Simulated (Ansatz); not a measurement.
**α-phase Li₃N**

The numbers are results of PBE (Ansatz, a program for electronic structure, plane waves, PAW), not measurements.

Numerical settings: plane-wave cutoff 520 eV, 12×12×10 k mesh (along the axes of the cell as run), Fermi–Dirac smearing 0.01 eV, scalar-relativistic PAW data made under PBE.

Cell (measured lattice):

```xyz
4
Lattice="-1.8260 -3.1627 0.0000 -1.8260 3.1627 0.0000 0.0000 0.0000 -3.8660" Properties=species:S:1:pos:R:3 pbc="T T T"
Li    -1.8260     1.0542     0.0000
Li    -1.8260    -1.0542     0.0000
Li     0.0000     0.0000    -1.9330
N      0.0000     0.0000     0.0000
```

* **band gap**: 1.05 eV (indirect)
* **smallest direct gap on the k points sampled**: 1.26 eV

Measured, for comparison: band gap 2.15 eV (4 K, zero-point motion not removed, indirect, optical absorption, E parallel c; as tabulated in Brendecke and Bludau (1979), doi:10.1063/1.326533). Computed (rounded) less measured: band gap -1.10 eV.

Note: cell and atoms aren't relaxed at this level (pressure -0.5 GPa).

Static lattice: no zero-point or thermal effects.

It cost roughly 7 core-seconds of CPU time.
